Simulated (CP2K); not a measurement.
# Au (Pm-3m) in CP2K: settings compared, part 2 of 2

CP2K 2026.2. Earlier steps stand in the parts before.

### 3 Band structure, PBEsol

au_bands.inp reads:

```
&GLOBAL
  PROJECT au_bands
  RUN_TYPE ENERGY_FORCE
  PRINT_LEVEL LOW
&END GLOBAL
&FORCE_EVAL
  METHOD QS
  STRESS_TENSOR ANALYTICAL
  &DFT
    BASIS_SET_FILE_NAME BASIS_MOLOPT_UZH
    POTENTIAL_FILE_NAME POTENTIAL_UZH
    &MGRID
      CUTOFF 500
      REL_CUTOFF 60
      NGRIDS 4
    &END MGRID
    &QS
      METHOD GPW
      EPS_DEFAULT 1.0E-9
    &END QS
    &KPOINTS
      SCHEME MONKHORST-PACK 10 10 10
      GAMMA_CENTERED T
      SYMMETRY T
      SYMMETRY_BACKEND SPGLIB
    &END KPOINTS
    &SCF
      SCF_GUESS ATOMIC
      EPS_SCF 1.0E-6
      MAX_SCF 100
      ADDED_MOS 11
      CHOLESKY OFF
      EPS_EIGVAL 1.0E-7
      &DIAGONALIZATION ON
        ALGORITHM STANDARD
      &END DIAGONALIZATION
      &MIXING ON
        METHOD BROYDEN_MIXING
        ALPHA 0.4
        BETA 1.5
        NBUFFER 8
      &END MIXING
      &SMEAR ON
        METHOD FERMI_DIRAC
        ELECTRONIC_TEMPERATURE [K] 1160.452
      &END SMEAR
    &END SCF
    &XC
      &XC_FUNCTIONAL
        &GGA_X_PBE_SOL
        &END GGA_X_PBE_SOL
        &GGA_C_PBE_SOL
        &END GGA_C_PBE_SOL
      &END XC_FUNCTIONAL
    &END XC
    &PRINT
      &KPOINTS ON
      &END KPOINTS
      &MULLIKEN ON
      &END MULLIKEN
      &MO ON
        ENERGIES T
        OCCUPATION_NUMBERS T
        &EACH
          QS_SCF 0
        &END EACH
        ADD_LAST NUMERIC
      &END MO
      &LOWDIN ON
      &END LOWDIN
      &HIRSHFELD ON
        SHAPE_FUNCTION DENSITY
      &END HIRSHFELD
      &BAND_STRUCTURE
        FILE_NAME bands.bs
        ADDED_MOS 4
        &KPOINT_SET
          UNITS B_VECTOR
          NPOINTS 6
          SPECIAL_POINT GAMMA 0.00000000 0.00000000 0.00000000
          SPECIAL_POINT X 0.00000000 0.50000000 0.00000000
          SPECIAL_POINT M 0.50000000 0.50000000 0.00000000
          SPECIAL_POINT GAMMA 0.00000000 0.00000000 0.00000000
          SPECIAL_POINT R 0.50000000 0.50000000 0.50000000
          SPECIAL_POINT X 0.00000000 0.50000000 0.00000000
        &END KPOINT_SET
        &KPOINT_SET
          UNITS B_VECTOR
          NPOINTS 6
          SPECIAL_POINT M 0.50000000 0.50000000 0.00000000
          SPECIAL_POINT R 0.50000000 0.50000000 0.50000000
        &END KPOINT_SET
      &END BAND_STRUCTURE
    &END PRINT
  &END DFT
  &SUBSYS
    &CELL
      A 2.7484100000 0.0000000000 0.0000000000
      B 0.0000000000 2.7484100000 0.0000000000
      C 0.0000000000 0.0000000000 2.7484100000
      PERIODIC XYZ
    &END CELL
    &COORD
      Au  1.3742050000 1.3742050000 1.3742050000
    &END COORD
    &KIND Au
      BASIS_SET TZVP-MOLOPT-PBE-GTH-q11
      POTENTIAL GTH-PBE-q11
    &END KIND
    &PRINT
      &ATOMIC_COORDINATES ON
      &END ATOMIC_COORDINATES
      &CELL ON
      &END CELL
    &END PRINT
  &END SUBSYS
  &PRINT
    &FORCES ON
    &END FORCES
    &STRESS_TENSOR ON
    &END STRESS_TENSOR
  &END PRINT
&END FORCE_EVAL
```

Potentials or basis: POTENTIAL_UZH Au GTH-PBE-q11; TZVP-MOLOPT-PBE-GTH basis.

Run with:

```
$ OMP_NUM_THREADS=1 cp2k.psmp -i au_bands.inp -o au_bands.out
```

au_bands.out:

```text

 CP2K| version string:                                       CP2K version 2026.2
 CP2K| Input file name                                              au_bands.inp

 GLOBAL| Force Environment number                                              1
 GLOBAL| Basis set file name                                    BASIS_MOLOPT_UZH
 GLOBAL| Potential file name                                       POTENTIAL_UZH
 GLOBAL| MM Potential file name                                     MM_POTENTIAL
 GLOBAL| Coordinate file name                                      __STD_INPUT__
 GLOBAL| Method name                                                        CP2K
 GLOBAL| Project name                                                   au_bands
 GLOBAL| Run type                                                   ENERGY_FORCE
 GLOBAL| FFT library                                                       FFTW3
[... 8 lines left out ...]
 GLOBAL| CPU model name                                                  UNKNOWN

 CELL| Volume [angstrom^3]:                                            20.760823
 CELL| Vector a [angstrom]:       2.748     0.000     0.000   |a| =     2.748410
 CELL| Vector b [angstrom]:       0.000     2.748     0.000   |b| =     2.748410
 CELL| Vector c [angstrom]:       0.000     0.000     2.748   |c| =     2.748410
 CELL| Angle (b,c), alpha [degree]:                                    90.000000
 CELL| Angle (a,c), beta  [degree]:                                    90.000000
 CELL| Angle (a,b), gamma [degree]:                                    90.000000
 CELL| Numerically orthorhombic:                                             YES
 CELL| Periodicity                                                           XYZ

 CELL_REF| Volume [angstrom^3]:                                        20.760823
 CELL_REF| Vector a [angstrom     2.748     0.000     0.000   |a| =     2.748410
 CELL_REF| Vector b [angstrom     0.000     2.748     0.000   |b| =     2.748410
 CELL_REF| Vector c [angstrom     0.000     0.000     2.748   |c| =     2.748410
 CELL_REF| Angle (b,c), alpha [degree]:                                90.000000
 CELL_REF| Angle (a,c), beta  [degree]:                                90.000000
 CELL_REF| Angle (a,b), gamma [degree]:                                90.000000
 CELL_REF| Numerically orthorhombic:                                         YES
 CELL_REF| Periodicity                                                       XYZ

[... 8 lines left out ...]
 TOTAL NUMBERS AND MAXIMUM NUMBERS

  Total number of            - Atomic kinds:                                   1
                             - Atoms:                                          1
                             - Shell sets:                                     1
                             - Shells:                                        10
                             - Primitive Cartesian functions:                  6
                             - Cartesian basis functions:                     40
                             - Spherical basis functions:                     34

  Maximum angular momentum of- Orbital basis functions:                        3
                             - Local part of the GTH pseudopotential:          0
                             - Non-local part of the GTH pseudopotential:      4

 MODULE QUICKSTEP: ATOMIC COORDINATES IN ANGSTROM

   Atom Kind Element         X             Y             Z       Z(eff)     Mass
      1    1 Au   79      1.374205      1.374205      1.374205  11.0000 196.9666

 SCF PARAMETERS         Density guess:                                    ATOMIC
                        --------------------------------------------------------
                        max_scf:                                             100
[... 7 lines left out ...]
                        --------------------------------------------------------
                        level_shift [a.u.]:                             0.000000
                        added MOs                                        11    0
                        --------------------------------------------------------
                        Mixing method:                            BROYDEN_MIXING
                                                charge density mixing in g-space
                        --------------------------------------------------------
                        Smear method:                                FERMI_DIRAC
[... 84 lines left out ...]
    10 Broy./Diag. 0.40E+00    3.6     0.00002697       -33.0793641854  1.06E-05
    11 Broy./Diag. 0.40E+00    3.6     0.00000021       -33.0793642743 -8.88E-08

  *** SCF run converged in    11 steps ***

  Electronic density on regular grids:        -10.9999999998        0.0000000002
  Core density on regular grids:               10.9999999824       -0.0000000176
  Total charge density on r-space grids:       -0.0000000174
  Total charge density g-space grids:          -0.0000000174

  Overlap energy of the core charge distribution:               0.00000003525414
  Self energy of the core charge distribution:                -57.78919572466929
  Core Hamiltonian energy:                                     18.26953920882965
  Hartree energy:                                              11.59342416614154
  Exchange-correlation energy:                                 -5.15256192734260
  Electronic entropic energy:                                  -0.00057003295991
  Fermi energy:                                                 0.25756898624588

  Total energy:                                               -33.07936427427236
  Total energy (extrapolated to T->0):                        -33.07907925779241

 MO| EIGENVALUES AND OCCUPATION NUMBERS FOR K POINT 1
 MO|
 MO|  Index      Eigenvalue [a.u.]        Eigenvalue [eV]             Occupation
 MO|      1               0.080470               2.189708               2.000000
 MO|      2               0.088962               2.420781               2.000000
 MO|      3               0.088962               2.420781               2.000000
 MO|      4               0.221530               6.028133               1.999890
 MO|      5               0.221530               6.028133               1.999890
 MO|      6               0.424443              11.549681               0.000000
[... 298 lines left out ...]
 MO|      6               0.229771               6.252379               1.998963
[... 9 lines left out ...]
 MO|     16               1.633114              44.439281               0.000000
 MO|     17               1.688232              45.939128               0.000000
 MO| Sum:                                                              11.998963
 MO| E(Fermi):            0.257569 a.u.          7.008809 eV

 [... the levels of further k-points ...]

 !-----------------------------------------------------------------------------!
                     Mulliken Population Analysis

 #  Atom  Element  Kind  Atomic population                           Net charge
       1     Au       1         11.000000                             -0.000000
 # Total charge                             11.000000                 -0.000000

 !-----------------------------------------------------------------------------!

 !-----------------------------------------------------------------------------!
                           Hirshfeld Charges

  #Atom  Element  Kind  Ref Charge     Population                    Net charge
      1       Au     1      11.000         11.000                        -0.000

  Total Charge                                                           -0.000
 !-----------------------------------------------------------------------------!

 LOWDIN POPULATION ANALYSIS

 #  Atom  Element  Kind  Atomic population                           Net charge
       1     Au       1         11.000000                             -0.000000
 # Total charge                             11.000000                 -0.000000

 KPOINTS| Band Structure Calculation
 KPOINTS| Number of k-point sets                                               2
 KPOINTS| Number of added MOs/bands                                            4
 KPOINTS| Number of k-points in set    1                                      31
 KPOINTS| In units of b-vector [2pi/Bohr]
 KPOINTS| Special point     1       GAMMA     0.000000     0.000000     0.000000
 KPOINTS| Special point     2           X     0.000000     0.500000     0.000000
 KPOINTS| Special point     3           M     0.500000     0.500000     0.000000
 KPOINTS| Special point     4       GAMMA     0.000000     0.000000     0.000000
 KPOINTS| Special point     5           R     0.500000     0.500000     0.500000
 KPOINTS| Special point     6           X     0.000000     0.500000     0.000000
 KPOINTS| Number of k-points in set    2                                       7
 KPOINTS| In units of b-vector [2pi/Bohr]
 KPOINTS| Special point     1           M     0.500000     0.500000     0.000000
 KPOINTS| Special point     2           R     0.500000     0.500000     0.500000

 ENERGY| Total FORCE_EVAL ( QS ) energy [hartree]            -33.079365739271395

 FORCES| Atomic forces [hartree/bohr]
 FORCES|   Atom     x               y               z               |f|
 FORCES|      1  4.75971177E-10  4.75972133E-10  4.75974166E-10   8.24408540E-10
 FORCES| Sum     4.75971177E-10  4.75972133E-10  4.75974166E-10
 FORCES| Total atomic force                                       8.24408540E-10

 STRESS| Analytical stress tensor [bar]
 STRESS|                        x                   y                   z
 STRESS|      x       -2.07365465464E+04  -5.57136060352E-04  -5.59989737320E-04
 STRESS|      y       -5.57136060352E-04  -2.07364902862E+04  -5.54376037500E-04
 STRESS|      z       -5.59989737320E-04  -5.54376037500E-04  -2.07368861683E+04
 STRESS| 1/3 Trace                                            -2.07366410003E+04
 STRESS| Determinant                                          -8.91692732806E+12

 STRESS| Eigenvectors and eigenvalues of the analytical stress tensor [bar]
 STRESS|                        1                   2                   3
 STRESS| Eigenvalues  -2.07368861700E+04  -2.07365465510E+04  -2.07364902799E+04
 STRESS|      x           0.001651155070      0.999949594173     -0.009903676091
 STRESS|      y           0.001402670754      0.009901363932      0.999949996503
 STRESS|      z           0.999997653098     -0.001664964103     -0.001386251364
```

Run time: 51 s. Hardware: 1 thread of Arm Neoverse V2, shared host; peak memory 0.27 GiB.

Results:

| Item | Value |
| --- | --- |
| Free energy | -900.1353 eV |
| Pressure | -2.1 GPa |
| Band gap on the k mesh | none (metal or under the smearing width) |

Levels at the corners of the path, in eV from the Fermi level:
```tsv
point	band 3	band 4	band 5	band 6	band 7	band 8
Γ	-5.63	-1.40	-1.40	-1.40	14.59	14.59
X	-2.86	-2.86	-1.26	-0.51	2.19	19.48
M	-2.60	-2.60	-0.19	3.90	3.90	6.64
Γ	-5.63	-1.40	-1.40	-1.40	14.59	14.59
R	-4.92	-0.10	-0.10	8.55	8.55	8.55
X	-2.86	-2.86	-1.26	-0.51	2.19	19.48
M	-2.60	-2.60	-0.19	3.90	3.90	6.64
R	-4.92	-0.10	-0.10	8.55	8.55	8.55
```

Caveat: the potentials were made for another functional, which shifts forces and pressure; spin-orbit coupling is left out, which moves the levels of the heavy elements; the basis of atomic orbitals isn't converged, which shifts pressures, moduli and gaps.

### 4 Band structure, r2SCAN

au_bands.inp, as its differences from that of step 3:

```diff
@@ -12,3 +12,3 @@
     &MGRID
-      CUTOFF 500
+      CUTOFF 675
       REL_CUTOFF 60
@@ -18,3 +18,3 @@
       METHOD GPW
-      EPS_DEFAULT 1.0E-9
+      EPS_DEFAULT 1.0E-10
     &END QS
@@ -44,3 +44,3 @@
         METHOD FERMI_DIRAC
-        ELECTRONIC_TEMPERATURE [K] 1160.452
+        ELECTRONIC_TEMPERATURE 580.23
       &END SMEAR
@@ -49,6 +49,6 @@
       &XC_FUNCTIONAL
-        &GGA_X_PBE_SOL
-        &END GGA_X_PBE_SOL
-        &GGA_C_PBE_SOL
-        &END GGA_C_PBE_SOL
+        &MGGA_X_R2SCAN
+        &END MGGA_X_R2SCAN
+        &MGGA_C_R2SCAN
+        &END MGGA_C_R2SCAN
       &END XC_FUNCTIONAL
@@ -68,7 +68,2 @@
       &END MO
-      &LOWDIN ON
-      &END LOWDIN
-      &HIRSHFELD ON
-        SHAPE_FUNCTION DENSITY
-      &END HIRSHFELD
       &BAND_STRUCTURE
@@ -78,3 +73,3 @@
           UNITS B_VECTOR
-          NPOINTS 6
+          NPOINTS 10
           SPECIAL_POINT GAMMA 0.00000000 0.00000000 0.00000000
@@ -88,3 +83,3 @@
           UNITS B_VECTOR
-          NPOINTS 6
+          NPOINTS 10
           SPECIAL_POINT M 0.50000000 0.50000000 0.00000000
@@ -103,7 +98,8 @@
     &COORD
-      Au  1.3742050000 1.3742050000 1.3742050000
+      SCALED
+      Au  0.5000000000 0.5000000000 0.5000000000
     &END COORD
     &KIND Au
-      BASIS_SET TZVP-MOLOPT-PBE-GTH-q11
-      POTENTIAL GTH-PBE-q11
+      BASIS_SET TZVP-MOLOPT-SCAN-GTH-q11
+      POTENTIAL GTH-SCAN-q11
     &END KIND
```

Potentials or basis: POTENTIAL_UZH Au GTH-SCAN-q11; TZVP-MOLOPT-SCAN-GTH basis.

Run with:

```
$ OMP_NUM_THREADS=1 cp2k.psmp -i au_bands.inp -o au_bands.out
```

Run time: 82 s. Hardware: 1 thread of Arm Neoverse V2, shared host; peak memory 0.27 GiB.

Results (log left out):

```
Free energy            : -890.6969 eV
Pressure               : -2.2 GPa
Band gap on the k mesh : none (metal or under the smearing width)
```

Levels at the corners of the path, in eV from the Fermi level:
| point | band 3 | band 4 | band 5 | band 6 | band 7 | band 8 |
| --- | --- | --- | --- | --- | --- | --- |
| Γ | -5.85 | -1.62 | -1.62 | -1.62 | 14.69 | 14.69 |
| X | -3.15 | -3.15 | -1.47 | -0.59 | 2.41 | 19.65 |
| M | -2.88 | -2.88 | -0.02 | 3.74 | 3.74 | 6.95 |
| Γ | -5.85 | -1.62 | -1.62 | -1.62 | 14.69 | 14.69 |
| R | -5.27 | 0.08 | 0.08 | 8.23 | 8.23 | 8.23 |
| X | -3.15 | -3.15 | -1.47 | -0.59 | 2.41 | 19.65 |
| M | -2.88 | -2.88 | -0.02 | 3.74 | 3.74 | 6.95 |
| R | -5.27 | 0.08 | 0.08 | 8.23 | 8.23 | 8.23 |

Caveat: spin-orbit coupling is left out, which moves the levels of the heavy elements; the basis of atomic orbitals isn't converged, which shifts pressures, moduli and gaps.

### 5 Summary

| level | potentials or basis | smearing | EPS_DEFAULT | basis sets | potentials | points a segment of the path (NPOINTS) | bands added on the path | gap on the mesh (eV) | pressure (GPa) |
| --- | --- | --- | --- | --- | --- | --- | --- | --- | --- |
| LDA | GTH_POTENTIALS Au GTH-PADE-q11; TZVP-MOLOPT-PBE-GTH basis | fermi-dirac 0.0259 eV | 1.0E-9 | Au TZVP-MOLOPT-PBE-GTH-q11 | Au GTH-PADE-q11 of GTH_POTENTIALS | 10 | 2 | none | -6.3 |
| PBEsol | POTENTIAL_UZH Au GTH-PBE-q11; TZVP-MOLOPT-PBE-GTH basis | fermi-dirac 0.1 eV | 1.0E-9 | Au TZVP-MOLOPT-PBE-GTH-q11 | Au GTH-PBE-q11 of POTENTIAL_UZH | 6 | 4 | none | -2.1 |
| r2SCAN | POTENTIAL_UZH Au GTH-SCAN-q11; TZVP-MOLOPT-SCAN-GTH basis | fermi-dirac 0.05 eV | 1.0E-10 | Au TZVP-MOLOPT-SCAN-GTH-q11 | Au GTH-SCAN-q11 of POTENTIAL_UZH | 10 | 4 | none | -2.2 |

Alike in all rows: task band structure; no spin polarisation; cell as given; k mesh 10 × 10 × 10.

Caveats: spin-orbit coupling is left out, which moves the levels of the heavy elements; the basis of atomic orbitals isn't converged, which shifts pressures, moduli and gaps; the potentials were made for another functional, which shifts forces and pressure (some runs).

Total energies depend on the potentials used, so only differences within one code and one set of settings carry meaning.
